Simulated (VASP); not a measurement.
# Tm (Im-3m) in VASP: notebook

One crystal, Tm, is run at these levels: PBE; tasks: single point.

Program: VASP 6.6.1. These are calculated values, not measurements. Logs are shortened: lines on timing, memory, paths and dates and some standing lists are left out, and cuts for length are marked.

## 1. The undisturbed crystal

Symmetry: Im-3m, No. 229, cubic system. The conventional cell has a = 3.941 Å, b = 3.941 Å, c = 3.941 Å, α = 90.00°, β = 90.00°, γ = 90.00°. Tm (site symmetry m-3m) has 8 Tm at 3.41 Å as nearest neighbours.

This isn't the form of Tm at room conditions, which is hcp.

## 2. Single point, PBE, collinear spin, typed start (volume scaled by 1.02)

INCAR reads:

```
SYSTEM = Tm
PREC = Accurate
ENCUT = 520
EDIFF = 1E-7
ISMEAR = -1
SIGMA = 0.05
LREAL = .FALSE.
LASPH = .TRUE.
NELM = 150
ALGO = Normal
ISIF = 2
LWAVE = .FALSE.
LCHARG = .FALSE.
ISPIN = 2
MAGMOM = 2
LORBIT = 11
LMAXMIX = 6
GGA = PE
NBANDS = 22
```

KPOINTS reads:

```
regular mesh
0
G
  10 10 10
  0 0 0
```

POSCAR reads:

```
Tm
1.0
   -1.9836003273      1.9836003273      1.9836003273
    1.9836003273     -1.9836003273      1.9836003273
    1.9836003273      1.9836003273     -1.9836003273
Tm
1
Direct
    0.0000000000      0.0000000000      0.0000000000
```

Potentials or basis: VASP PAW PBE potentials, release 64 (Tm).

The run is started by

```console
$ cat potpaw_PBE.64/Tm/POTCAR > POTCAR
$ mpirun -np 1 vasp_std > vasp.out
```

OUTCAR:

```text
SYSTEM = Tm
   PREC = Accurate
   ENCUT = 520
   EDIFF = 1E-7
   ISMEAR = -1
   LREAL = .FALSE.
   LASPH = .TRUE.
   NELM = 150
   ISIF = 2
   ISPIN = 2
   LORBIT = 11
   GGA = PE

 ion  position               nearest neighbor table
   1  0.000  0.000  0.000-

  LATTYP: Found a body centered cubic cell.
 ALAT       =     3.9672006546

  Lattice vectors:

 A1 = (  -1.9836003273,   1.9836003273,   1.9836003273)
 A2 = (   1.9836003273,  -1.9836003273,   1.9836003273)
 A3 = (   1.9836003273,   1.9836003273,  -1.9836003273)

Analysis of symmetry for initial positions (statically):
=====================================================================
 Subroutine PRICEL returns:
 Original cell was already a primitive cell.

 Routine SETGRP: Setting up the symmetry group for a
 body centered cubic supercell.

 Subroutine GETGRP returns: Found 48 space group operations
 (whereof 48 operations were pure point group operations)
 out of a pool of 48 trial point group operations.

The static configuration has the point symmetry O_h .

Analysis of symmetry for dynamics (positions and initial velocities):
=====================================================================
 Subroutine PRICEL returns:
 Original cell was already a primitive cell.

 Routine SETGRP: Setting up the symmetry group for a
 body centered cubic supercell.

 Subroutine GETGRP returns: Found 48 space group operations
 (whereof 48 operations were pure point group operations)
 out of a pool of 48 trial point group operations.

The dynamic configuration has the point symmetry O_h .

Analysis of structural, dynamic, and magnetic symmetry:
=====================================================================
 Subroutine PRICEL returns:
 Original cell was already a primitive cell.

 Routine SETGRP: Setting up the symmetry group for a
 body centered cubic supercell.

 Subroutine GETGRP returns: Found 48 space group operations
 (whereof 48 operations were pure point group operations)
 out of a pool of 48 trial point group operations.

The overall configuration has the point symmetry O_h .

 Subroutine INISYM returns: Found 48 space group operations
 (whereof 48 operations are pure point group operations),
 and found     1 'primitive' translations

----------------------------------------------------------------------------------------

                                     Primitive cell

  volume of cell :      31.2193

  direct lattice vectors                    reciprocal lattice vectors
    -1.983600327  1.983600327  1.983600327     0.000000000  0.252066907  0.252066907
[... 101 lines left out ...]
   IALGO  =     38    algorithm
   IMIX   =      4    mixing-type and parameters
     AMIX     =   0.40;   BMIX     =  1.00
     AMIX_MAG =   1.60;   BMIX_MAG =  1.00
  volume/ion in A,a.u.               =      31.22       210.68
  Fermi-wavevector in a.u.,A,eV,Ry     =   1.478575  2.794101 29.744828  2.186183
  Thomas-Fermi vector in A             =   2.592839
   LORBIT       =     11    0 simple, 1 ext, 2 COOP (PROOUT), +10 PAW based schemes
   GGA     = PE    functional components
   LHFCALC =     F    Hartree Fock is set to
   AEXX    =    0.0000 exact exchange contribution
   IVDW    =     0    specifies the selected vdW correction
   LEPSILON=     F    determine dielectric tensor
   LRPA    =     F    only Hartree local field effects (RPA)
 spin polarized calculation
  energy-cutoff  :      520.00
  volume of cell :       31.22
 maximum number of plane-waves:       887
 NGX is ok and might be reduce to    28
   NGX = 13   NGY = 13   NGZ = 13

 number of electron      23.0000001 magnetization       1.1327866

 Free energy of the ion-electron system (eV)
  ---------------------------------------------------
  ext. energy  EPLUGINS =         0.00000000
  ---------------------------------------------------
  free energy    TOTEN  =        -4.05771929 eV

  energy without entropy =       -3.98254982  energy(sigma->0) =       -4.02013456

 E-fermi :   2.1984     XC(G=0): -10.1055

 val. band max:        2.1964821623   @ k =   0.3000   0.2000   0.2000
 cond. band min:       2.1986361992   @ k =  -0.3000   0.4000   0.1000
 fundamental gap:      0.0021540369
 Fermi energy:         2.1984041560

 spin component 1

 k-point     1 :       0.0000    0.0000    0.0000
  band No.  band energies     occupation
      1     -48.2860      1.00000
      2     -21.2353      1.00000
      3     -21.2353      1.00000
      4     -21.2353      1.00000
      5      -3.0653      1.00000
      6       0.6025      1.00000
[... 589 lines left out ...]
     21      18.0308      0.00000
     22      18.6381      0.00000

 [... further k-points ...]

 spin component 2

 k-point     1 :       0.0000    0.0000    0.0000
  band No.  band energies     occupation
      1     -47.7495      1.00000
      2     -20.8691      1.00000
      3     -20.8691      1.00000
      4     -20.8691      1.00000
      5      -3.1879      1.00000
      6       1.7098      0.99994
[... 589 lines left out ...]
     21      17.9540      0.00000
     22      18.5754      0.00000

 [... further k-points ...]

------------------------ aborting loop because EDIFF is reached ----------------------------------------

  FORCE on cell =-STRESS in cart. coord.  units (eV):
  Direction    XX          YY          ZZ          XY          YZ          ZX
  --------------------------------------------------------------------------------------
  -------------------------------------------------------------------------------------
  Total        0.4224959      0.4224959      0.4224959     -0.0000000     -0.0000000      0.0000000
  in kB       21.6825609     21.6825609     21.6825609     -0.0000000     -0.0000000      0.0000000
  external PRESSURE =      21.6825609 kB  Pullay stress =       0.0000000 kB

 VOLUME and BASIS-vectors are now :
 -----------------------------------------------------------------------------
  energy-cutoff  :      520.00
  volume of cell :       31.22
      direct lattice vectors                 reciprocal lattice vectors
    -1.983600327  1.983600327  1.983600327     0.000000000  0.252066907  0.252066907
     1.983600327 -1.983600327  1.983600327     0.252066907  0.000000000  0.252066907
     1.983600327  1.983600327 -1.983600327     0.252066907  0.252066907  0.000000000

 POSITION                                       TOTAL-FORCE (eV/Angst)
 -----------------------------------------------------------------------------------
      0.00000      0.00000      0.00000        -0.000000     -0.000000     -0.000000
 -----------------------------------------------------------------------------------
    total drift:                                0.000000      0.000000      0.000000

  FREE ENERGIE OF THE ION-ELECTRON SYSTEM (eV)
  ---------------------------------------------------
  free  energy   TOTEN  =        -4.0577192933 eV

  energy  without entropy=       -3.9825498196  energy(sigma->0) =       -4.02013456

 total charge

# of ion       s       p       d       f       tot
--------------------------------------------------
    1        2.216   5.944   0.386  12.508  21.053

 magnetization (x)

# of ion       s       p       d       f       tot
--------------------------------------------------
    1        0.004  -0.033  -0.033   1.282   1.221
```

Wall time 4.5 min (1 thread of AMD EPYC 7R43 (Zen 3), shared host); peak memory 0.18 GiB.

Results:

| Item | Value |
| --- | --- |
| Free energy | -4.0577 eV |
| Pressure | 2.2 GPa |
| Band gap on the k mesh | none (metal or under the smearing width) |
| Net moment | 1.13 μB per cell |
| Site moments | Tm +1.22 μB |
| Valence electrons inside the program's atomic spheres | Tm 21.05 |

Levels at points of the mesh, in eV from the Fermi level:
Spin up:
| k point | band 9 | band 10 | band 11 | band 12 | band 13 | band 14 | band 15 | band 16 |
| --- | --- | --- | --- | --- | --- | --- | --- | --- |
| (0.00, 0.00, 0.00) | -1.03 | -1.02 | -1.02 | -1.02 | 2.85 | 2.85 | 2.85 | 5.06 |
| (0.50, 0.00, 0.00) | -1.17 | -1.11 | -1.07 | -1.02 | 1.06 | 1.16 | 4.87 | 5.90 |
| (0.50, 0.50, 0.50) | -1.12 | -1.12 | -1.12 | -0.91 | -0.91 | 6.24 | 6.24 | 6.24 |
Spin down:
```
           k point  band 9  band 10  band 11  band 12  band 13  band 14
(0.00, 0.00, 0.00)   -0.33    -0.13    -0.13    -0.13     2.90     2.90
(0.50, 0.00, 0.00)   -0.34    -0.04    -0.04     0.03     1.05     1.12
(0.50, 0.50, 0.50)   -0.45    -0.45     0.08     0.08     0.08     6.19
```

Caveat: the magnetic or orbital state may not be the lowest; spin-orbit coupling is left out, which moves the levels of the heavy elements. The state reached can hang on the start; a lower one may exist.

## 3. Single point, PBE, collinear spin, typed start (volume scaled by 0.94)

INCAR reads:

```
SYSTEM = Tm
PREC     = Accurate       ! precision mode
ENCUT    = 520            ! plane-wave cutoff, eV
EDIFF    = 1E-6           ! SCF threshold, eV
ISMEAR   = -1             ! smearing method
SIGMA    = 0.05           ! smearing width, eV
LREAL    = .FALSE.        ! projectors in reciprocal space
LASPH    = .TRUE.         ! aspherical terms in the spheres
NELM     = 150            ! most SCF steps
ALGO     = Normal         ! electronic algorithm
ISIF     = 2              ! what is computed and relaxed
LWAVE    = .FALSE.        ! write WAVECAR
LCHARG   = .FALSE.        ! write CHGCAR
ISPIN    = 2              ! spin polarisation
MAGMOM   = 2              ! initial moments
LORBIT   = 11             ! projections on sites
LMAXMIX  = 6              ! l up to which the mixer works
GGA      = PE             ! functional
NBANDS   = 22             ! bands
```

KPOINTS reads:

```
Automatic mesh
0
G
  10 10 10
  0 0 0
```

POSCAR reads:

```
Tm
1.0
   -1.9303233549      1.9303233549      1.9303233549
    1.9303233549     -1.9303233549      1.9303233549
    1.9303233549      1.9303233549     -1.9303233549
Tm
1
Direct
    0.0000000000      0.0000000000      0.0000000000
```

Potentials or basis: VASP PAW PBE potentials, release 64 (Tm).

The run is started by

```console
$ cat potpaw_PBE.64/Tm/POTCAR > POTCAR
$ mpirun -np 1 vasp_std > vasp.out
```

It took 3.9 min on 1 thread of AMD EPYC 7R43 (Zen 3), shared host; peak memory 0.19 GiB.

It converged, with:

| Property | Result |
| --- | --- |
| Free energy | -4.0028 eV |
| Pressure | 7.6 GPa |
| Band gap on the k mesh | none (metal or under the smearing width) |
| Net moment | 1.16 μB per cell |
| Site moments | Tm +1.23 μB |
| Valence electrons inside the program's atomic spheres | Tm 21.10 |

Levels at points of the mesh, in eV from the Fermi level:
Spin up:
| k point | band 9 | band 10 | band 11 | band 12 | band 13 | band 14 | band 15 | band 16 |
| --- | --- | --- | --- | --- | --- | --- | --- | --- |
| (0.00, 0.00, 0.00) | -1.02 | -1.02 | -1.02 | -1.02 | 2.95 | 2.95 | 2.95 | 5.32 |
| (0.50, 0.00, 0.00) | -1.18 | -1.12 | -1.08 | -1.02 | 1.00 | 1.49 | 5.19 | 6.26 |
| (0.50, 0.50, 0.50) | -1.14 | -1.14 | -1.14 | -1.12 | -1.12 | 6.87 | 6.87 | 6.87 |
Spin down:
| k point | band 9 | band 10 | band 11 | band 12 | band 13 | band 14 |
| --- | --- | --- | --- | --- | --- | --- |
| (0.00, 0.00, 0.00) | -0.32 | -0.15 | -0.15 | -0.15 | 3.00 | 3.00 |
| (0.50, 0.00, 0.00) | -0.33 | -0.05 | -0.02 | 0.04 | 1.00 | 1.46 |
| (0.50, 0.50, 0.50) | -0.46 | -0.46 | 0.10 | 0.10 | 0.10 | 6.83 |

Caveat: the magnetic or orbital state may not be the lowest; spin-orbit coupling is left out, which moves the levels of the heavy elements. The state reached can hang on the start; a lower one may exist.
